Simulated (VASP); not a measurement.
# Sc (Pm-3m) in VASP: a series of runs

Aim: see how the results for Sc move with the level of theory and the settings. Levels: r2SCAN, r2SCAN0. Tasks: single point.

All numbers are computed with VASP 6.6.1; they aren't measurements. Logs are shortened: lines on timing, memory, paths and dates and some standing lists are left out, and cuts for length are marked.

### Step 1. The structure

Symmetry: Pm-3m, No. 221, cubic system. The conventional cell has a = 2.962 Å, b = 2.962 Å, c = 2.962 Å, α = 90.00°, β = 90.00°, γ = 90.00°. Around Sc (site symmetry m-3m) lie 6 Sc at 2.96 Å.

This isn't the form of Sc at room conditions, which is hcp.

### Step 2. Single point, r2SCAN

Input file POSCAR:

```
Sc
1.0
    2.9619194164      0.0000000000      0.0000000000
    0.0000000000      2.9619194164      0.0000000000
    0.0000000000      0.0000000000      2.9619194164
Sc
1
Direct
    0.0000000000      0.0000000000      0.0000000000
```

Input file INCAR.step1:

```
SYSTEM = Sc
ALGO = Normal ; EDIFF = 1E-4
ENCUT = 520 ; GGA = PE
ISMEAR = -1 ; LASPH = .TRUE.
LCHARG = .FALSE. ; LREAL = .FALSE.
LWAVE = .TRUE. ; NBANDS = 12
NELM = 80 ; PREC = Accurate
SIGMA = 0.1
```

Input file INCAR.step2:

```
SYSTEM = Sc
ALGO = Normal ; EDIFF = 1E-6
ENCUT = 520 ; ISIF = 2
ISMEAR = -1 ; ISTART = 1
LASPH = .TRUE. ; LCHARG = .FALSE.
LMIXTAU = .TRUE. ; LREAL = .FALSE.
LWAVE = .FALSE. ; METAGGA = R2SCAN
NBANDS = 12 ; NELM = 80
PREC = Accurate ; SIGMA = 0.1
```

Input file KPOINTS:

```
k-points
0
G
  6 6 6
  0 0 0
```

Potentials or basis: VASP PAW PBE potentials, release 64 (Sc_sv).

The run is started by

```
$ cat potpaw_PBE.64/Sc_sv/POTCAR > POTCAR
$ cp INCAR.step1 INCAR
$ mpirun -np 1 vasp_std > vasp.out
$ cp INCAR.step2 INCAR
$ mpirun -np 1 vasp_std > vasp.out
```

OUTCAR:

```text
SYSTEM = Sc
   EDIFF = 1E-6
   ENCUT = 520
   ISIF = 2
   ISMEAR = -1
   ISTART = 1
   LASPH = .TRUE.
   LREAL = .FALSE.
   METAGGA = R2SCAN
   NELM = 80
   PREC = Accurate

 ion  position               nearest neighbor table
   1  0.000  0.000  0.000-

  LATTYP: Found a simple cubic cell.
 ALAT       =     2.9619194164

  Lattice vectors:

 A1 = (   2.9619194164,   0.0000000000,   0.0000000000)
 A2 = (   0.0000000000,   2.9619194164,   0.0000000000)
 A3 = (   0.0000000000,   0.0000000000,   2.9619194164)

Analysis of symmetry for initial positions (statically):
=====================================================================
 Subroutine PRICEL returns:
 Original cell was already a primitive cell.

 Routine SETGRP: Setting up the symmetry group for a
 simple cubic supercell.

 Subroutine GETGRP returns: Found 48 space group operations
 (whereof 48 operations were pure point group operations)
 out of a pool of 48 trial point group operations.

The static configuration has the point symmetry O_h .

Analysis of symmetry for dynamics (positions and initial velocities):
=====================================================================
 Subroutine PRICEL returns:
 Original cell was already a primitive cell.

 Routine SETGRP: Setting up the symmetry group for a
 simple cubic supercell.

 Subroutine GETGRP returns: Found 48 space group operations
 (whereof 48 operations were pure point group operations)
 out of a pool of 48 trial point group operations.

The dynamic configuration has the point symmetry O_h .

 Subroutine INISYM returns: Found 48 space group operations
 (whereof 48 operations are pure point group operations),
 and found     1 'primitive' translations

----------------------------------------------------------------------------------------

                                     Primitive cell

  volume of cell :      25.9848

  direct lattice vectors                    reciprocal lattice vectors
     2.961919416  0.000000000  0.000000000     0.337618908  0.000000000  0.000000000
     0.000000000  2.961919416  0.000000000     0.000000000  0.337618908  0.000000000
     0.000000000  0.000000000  2.961919416     0.000000000  0.000000000  0.337618908

  length of vectors
     2.961919416  2.961919416  2.961919416     0.337618908  0.337618908  0.337618908

  position of ions in fractional coordinates (direct lattice)
     0.000000000  0.000000000  0.000000000

  ion indices of the primitive-cell ions
   primitive index   ion index
                 1           1

[... 74 lines left out ...]
   POTIM  = 0.5000    time-step for ionic-motion
   TEBEG  =    0.0;   TEEND  =   0.0 temperature during run
   PSTRESS=    0.0 pullay stress
   NELECT =      11.0000    total number of electrons
   NUPDOWN=      -1.0000    fix difference up-down
   EMIN   =  10.00;   EMAX   =-10.00  energy-range for DOS
   EFERMI =   0.00;   METHOD = LEGACY
   ISMEAR =    -1;   SIGMA  =   0.10  broadening in eV -4-tet -1-fermi 0-gaus
   EFERMI_NEDOS =   21; number of points for ismear=-14 and -15
   IALGO  =     38    algorithm
   IMIX   =      4    mixing-type and parameters
     AMIX     =   0.40;   BMIX     =  1.00
     AMIX_MAG =   1.60;   BMIX_MAG =  1.00
  volume/ion in A,a.u.               =      25.98       175.35
  Fermi-wavevector in a.u.,A,eV,Ry     =   1.229228  2.322904 20.558427  1.511002
  Thomas-Fermi vector in A             =   2.364123
   LORBIT       =      0    0 simple, 1 ext, 2 COOP (PROOUT), +10 PAW based schemes
   METAGGA = R2SCAN    functional components
   LHFCALC =     F    Hartree Fock is set to
   AEXX    =    0.0000 exact exchange contribution
   IVDW    =     0    specifies the selected vdW correction
   LEPSILON=     F    determine dielectric tensor
   LRPA    =     F    only Hartree local field effects (RPA)
 non-spin polarized calculation
  energy-cutoff  :      520.00
  volume of cell :       25.98
 maximum number of plane-waves:       739
 NGX is ok and might be reduce to    24
   NGX = 11   NGY = 11   NGZ = 11

 number of electron      10.9999997 magnetization

 Free energy of the ion-electron system (eV)
  ---------------------------------------------------
  ext. energy  EPLUGINS =         0.00000000
  ---------------------------------------------------
  free energy    TOTEN  =       -10.58015434 eV

  energy without entropy =      -10.49964423  energy(sigma->0) =      -10.53989928

 E-fermi :   3.6708     XC(G=0): -10.2942

 val. band max:        3.6622032823   @ k =   0.3333   0.0000   0.0000
 cond. band min:       3.6937498111   @ k =   0.3333   0.0000   0.0000
 fundamental gap:      0.0315465288
 Fermi energy:         3.6707861335

 k-point     1 :       0.0000    0.0000    0.0000
  band No.  band energies     occupation
      1     -48.2431      2.00000
      2     -25.6444      2.00000
      3     -25.6444      2.00000
      4     -25.6444      2.00000
      5      -1.8154      2.00000
      6       3.1849      1.98460
      7       3.1849      1.98460
      8       7.6282      0.00000
      9       7.6282      0.00000
     10       7.6282      0.00000
     11      16.4525      0.00000
     12      16.4525      0.00000
[... 271 lines left out ...]
 k-point    20 :       0.5000    0.5000    0.5000
  band No.  band energies     occupation
      1     -48.0555      2.00000
      2     -26.0288      2.00000
      3     -26.0288      2.00000
      4     -26.0288      2.00000
      5       3.1246      1.99155
      6       3.1246      1.99155
      7       3.1246      1.99155
      8       8.5613      0.00000
      9       8.5613      0.00000
     10      11.1453      0.00000
     11      12.5388      0.00000
     12      12.5388      0.00000

------------------------ aborting loop because EDIFF is reached ----------------------------------------

  FORCE on cell =-STRESS in cart. coord.  units (eV):
  Direction    XX          YY          ZZ          XY          YZ          ZX
  --------------------------------------------------------------------------------------
  -------------------------------------------------------------------------------------
  Total       -0.0116856     -0.0116856     -0.0116856      0.0000000      0.0000000      0.0000000
  in kB       -0.7205102     -0.7205102     -0.7205102      0.0000000      0.0000000      0.0000000
  external PRESSURE =      -0.7205102 kB  Pullay stress =       0.0000000 kB

 VOLUME and BASIS-vectors are now :
 -----------------------------------------------------------------------------
  energy-cutoff  :      520.00
  volume of cell :       25.98
      direct lattice vectors                 reciprocal lattice vectors
     2.961919416  0.000000000  0.000000000     0.337618908  0.000000000  0.000000000
     0.000000000  2.961919416  0.000000000     0.000000000  0.337618908  0.000000000
     0.000000000  0.000000000  2.961919416     0.000000000  0.000000000  0.337618908

 POSITION                                       TOTAL-FORCE (eV/Angst)
 -----------------------------------------------------------------------------------
      0.00000      0.00000      0.00000         0.000000      0.000000      0.000000
 -----------------------------------------------------------------------------------
    total drift:                                0.000000     -0.000000     -0.000000

  FREE ENERGIE OF THE ION-ELECTRON SYSTEM (eV)
  ---------------------------------------------------
  free  energy   TOTEN  =       -10.5801543385 eV

  energy  without entropy=      -10.4996442299  energy(sigma->0) =      -10.53989928
```

OUTCAR.step1:

```text
SYSTEM = Sc
   EDIFF = 1E-4
   ENCUT = 520
   GGA = PE
   ISMEAR = -1
   LASPH = .TRUE.
   LREAL = .FALSE.
[... 510 lines left out ...]
 -----------------------------------------------------------------------------------
      0.00000      0.00000      0.00000         0.000000      0.000000      0.000000
 -----------------------------------------------------------------------------------
    total drift:                                0.000000     -0.000000     -0.000000

  FREE ENERGIE OF THE ION-ELECTRON SYSTEM (eV)
  ---------------------------------------------------
  free  energy   TOTEN  =        -5.5418216274 eV

  energy  without entropy=       -5.4620570124  energy(sigma->0) =       -5.50193932
```

OSZICAR.step1:

```text
N       E                     dE             d eps       ncg     rms          rms(c)
DAV:   1     0.721935413446E+02    0.72194E+02   -0.50408E+03   488   0.869E+02
DAV:   2    -0.469713344195E+01   -0.76891E+02   -0.75266E+02   480   0.279E+02
DAV:   3    -0.613453279356E+01   -0.14374E+01   -0.13981E+01   612   0.513E+01
DAV:   4    -0.616694558228E+01   -0.32413E-01   -0.31816E-01   576   0.584E+00
DAV:   5    -0.616762989121E+01   -0.68431E-03   -0.68400E-03   640   0.886E-01    0.500E+00
DAV:   6    -0.560331289000E+01    0.56432E+00   -0.92079E-01   704   0.131E+01    0.129E+00
DAV:   7    -0.554655277129E+01    0.56760E-01   -0.10696E-01   728   0.405E+00    0.486E-01
DAV:   8    -0.554184496104E+01    0.47078E-02   -0.96763E-03   512   0.127E+00    0.953E-02
DAV:   9    -0.554182162741E+01    0.23334E-04   -0.46299E-04   736   0.315E-01
   1 F= -.55418216E+01 E0= -.55019393E+01  d E =-.797646E-01
```

Run time: 15 s. Hardware: 1 thread of AMD EPYC 9R45 (Zen 5), shared host; peak memory 0.11 GiB.

Results:

```
Free energy            : -10.5802 eV
Pressure               : -0.1 GPa
Band gap on the k mesh : none (metal or under the smearing width)
```

Caveat: the PAW data sets were made with another functional, which shifts forces and pressure a little.

### Step 3. Single point, r2SCAN0

POSCAR is that of step 2.

Input file INCAR.step1:

```
PREC = Accurate ; ENCUT = 520
EDIFF = 1E-5 ; ISMEAR = -1
SIGMA = 0.1 ; LREAL = False
LASPH = True ; NELM = 60
ALGO = Normal ; ISIF = 2
LWAVE = True ; LCHARG = False
GGA = PE ; NBANDS = 12
```

Input file INCAR.step2:

```
PREC = Accurate ; ENCUT = 520
EDIFF = 1E-7 ; ISMEAR = -1
SIGMA = 0.1 ; LREAL = False
LASPH = True ; NELM = 60
ALGO = Normal ; ISIF = 2
LWAVE = False ; LCHARG = False
METAGGA = R2SCAN ; LHFCALC = True
AEXX = 0.25 ; LMIXTAU = True
PRECFOCK = Normal ; HFRCUT = -1
ISTART = 1 ; NBANDS = 12
```

Input file KPOINTS:

```
regular mesh
0
Gamma
  6 6 6
```

Potentials or basis: VASP PAW PBE potentials, release 64 (Sc_sv).

The run is started by

```
$ cat potpaw_PBE.64/Sc_sv/POTCAR > POTCAR
$ cp INCAR.step1 INCAR
$ mpirun -np 1 vasp_std > vasp.out
$ cp INCAR.step2 INCAR
$ mpirun -np 1 vasp_std > vasp.out
```

It took 19 min on 1 thread of AMD EPYC 9R45 (Zen 5), shared host; peak memory 0.12 GiB.

The run converged. Its results:

| Quantity | Value |
| --- | --- |
| Free energy | -11.1369 eV |
| Pressure | 1.2 GPa |
| Band gap on the k mesh | none (metal or under the smearing width) |

Levels at points of the mesh, in eV from the Fermi level:
```
           k point  band 2  band 3  band 4  band 5  band 6  band 7  band 8  band 9  band 10  band 11
(0.00, 0.00, 0.00)  -32.35  -32.35  -32.35   -7.01   -1.01   -1.01    5.15    5.15     5.15    13.34
(0.50, 0.00, 0.00)  -32.94  -32.30  -32.30   -2.69   -1.85    0.74    3.29    3.29     5.31     7.24
(0.50, 0.50, 0.00)  -32.84  -32.84  -32.26   -2.71    0.48    3.77    3.77    3.96     3.96     5.98
(0.50, 0.50, 0.50)  -32.76  -32.76  -32.76   -0.62   -0.62   -0.62    6.11    6.11     7.95     9.34
```

Caveat: the PAW data sets were made with another functional, which shifts forces and pressure a little.
